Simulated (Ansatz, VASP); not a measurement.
Two plane-wave programs on ZnInGaO4

```
Zn In Ga O
1.0
     1.68033    0.97014    8.71341
    -1.68033    0.97014    8.71341
     0.00000   -1.94027    8.71341
Zn In Ga O
1 1 1 4
Cartesian
  0.0000 0.0000 5.7086
  0.0000 0.0000 0.0724
  0.0000 0.0000 20.5732
  0.0000 0.0000 7.7151
  0.0000 0.0000 18.5951
  0.0000 0.0000 3.1817
  0.0000 0.0000 22.5747
```

The cell comes from a database or a generator and needn't be the stable form of this composition.

Alike in both runs: task single point; functional PBE; k mesh 6 × 6 × 6; occupations gaussian, width 0.1 eV; no spin polarisation.

```csv
,VASP,Ansatz
version,VASP 6.6.1,Ansatz 0.2.0
potentials or method,"VASP PAW PBE potentials, release 64 (Zn, In_d, Ga_d, O)","scalar-relativistic, plane waves, norm-conserving pseudopotentials"
plane-wave cutoff (eV),520,1240
valence electrons in the cell,62,70
```

```tsv
	VASP	Ansatz	Ansatz less VASP
gap on the k mesh at the Fermi level (eV)	1.05	1.10	+0.053
least direct gap on the mesh (eV)	1.05	1.10	+0.053
pressure (GPa)	0.0	-0.6	-0.62
largest component of the traceless stress (GPa)	0.06	0.15	+0.094
rms of the force components (eV/Å)	0.025	0.022	-0.0028
```

Atom by atom the forces differ by 0.010 eV/Å (rms over components). The two sets of potentials don't hold the same shells in valence.

Caveats: spin-orbit coupling is left out, which moves the levels of the heavy elements. A k mesh can miss the band edges. As with any semilocal functional, this PBE gap is likely too small.
